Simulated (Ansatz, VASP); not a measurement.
# One calculation of Si2Ni, two programs

INCAR

```
SYSTEM = Si2Ni
ALGO = Normal
EDIFF = 1E-7
ENCUT = 520
GGA = PE
ISIF = 2
ISMEAR = -1
ISPIN = 2
LASPH = .True.
LCHARG = .False.
LMAXMIX = 4
LORBIT = 11
LREAL = .False.
LWAVE = .False.
MAGMOM = 1 0 0
NBANDS = 20
NELM = 100
PREC = Accurate
SIGMA = 0.05
```

KPOINTS

```
k-points
0
Gamma
  9 9 9
  0 0 0
```

The input POSCAR:

```
Si2Ni
1.0
    0.0000000000      2.7030000000      2.7030000000
    2.7030000000      0.0000000000      2.7030000000
    2.7030000000      2.7030000000      0.0000000000
Ni Si
1 2
Direct
    0.0000000000      0.0000000000      0.0000000000
    0.7500000000      0.7500000000      0.7500000000
    0.2500000000      0.2500000000      0.2500000000
```

The input input.yaml:

```yaml
crystal:
  lattice:
    - [0.0, 2.703, 2.703]
    - [2.703, 0.0, 2.703]
    - [2.703, 2.703, 0.0]
  atoms:
    - { symbol: Ni, position: [0.0, 0.0, 0.0], spin: 1.0 }
    - { symbol: Si, position: [0.75, 0.75, 0.75] }
    - { symbol: Si, position: [0.25, 0.25, 0.25] }
hamiltonian:
  xc: pbe
  pseudopotentials: { kind: paw }
magnetization:
  spin_polarized: true
kpoints:
  mp_grid: { grid: [9, 9, 9] }
scf:
  occupations: { method: fermi_dirac, width: 0.05 }
output:
  forces: true
  stress: true
  eigenvalues: true
  write_density: true
  write_potential: true
  elf: true
  volumetric_format: npy
```

Alike in both runs: task single point; functional PBE; k mesh 9 × 9 × 9; occupations fermi-dirac, width 0.05 eV; collinear spin, ferromagnetic start.

```csv
,VASP,Ansatz
version,VASP 6.6.1,Ansatz 0.2.0
potentials or method,"VASP PAW PBE potentials, release 64 (Ni, Si)",Ansatz PAW
plane-wave cutoff (eV),520,420
valence electrons in the cell,18,26
```

|  | VASP | Ansatz | Ansatz less VASP |
| --- | --- | --- | --- |
| gap on the k mesh at the Fermi level (eV) | none | none | - |
| pressure (GPa) | 3.8 | 3.8 | +0.06 |
| net moment per atom (μB) | 0.00 | 0.00 | 0.000 |

A gap of «none» marks a metal or a gap that the smearing closes. The two sets of potentials don't hold the same shells in valence.

Caveats: the starting moments weren't kept (Ansatz).
